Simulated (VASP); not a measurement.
Crystal: Sn.

```
CELL_PARAMETERS angstrom
-1.89465 1.89465 1.89465
1.89465 -1.89465 1.89465
1.89465 1.89465 -1.89465
ATOMIC_POSITIONS crystal
Sn 0.00000 0.00000 0.00000
```

This isn't the form of Sn at room conditions, which is tetragonal (white tin).

```yaml
Program: VASP 6.6.1
Task: single point
Functional: PBEsol
Potentials_or_basis: VASP PAW PBE potentials, release 64 (Sn_d)
Cutoff: 520 eV
k_mesh: 10 × 10 × 10
Occupations: fermi-dirac, width 0.05 eV
Spin: no spin polarisation
```

On this cell: pressure -2.2 GPa; band gap on the k mesh none (metal or under the smearing width).

The same run follows on a disturbed copy (cell strained at random at fixed volume):

```
CELL_PARAMETERS angstrom
-1.87793 1.89840 1.91025
1.89462 -1.86981 1.89834
1.88740 1.87928 -1.88166
ATOMIC_POSITIONS crystal
Sn 0.00960 0.00631 0.99674
```

Question: What changes?

Answer: The energy (extrapolated to zero smearing) moves by -0.7 meV/atom; pressure -2.2 GPa; band gap on the k mesh none (metal or under the smearing width).

Stress tensor (GPa, compression positive):
```
-2.38  0.17  0.18
 0.17 -2.44  0.18
 0.18  0.18 -1.90
```

Caveats: the PAW data sets were made with another functional, which shifts forces and pressure a little.
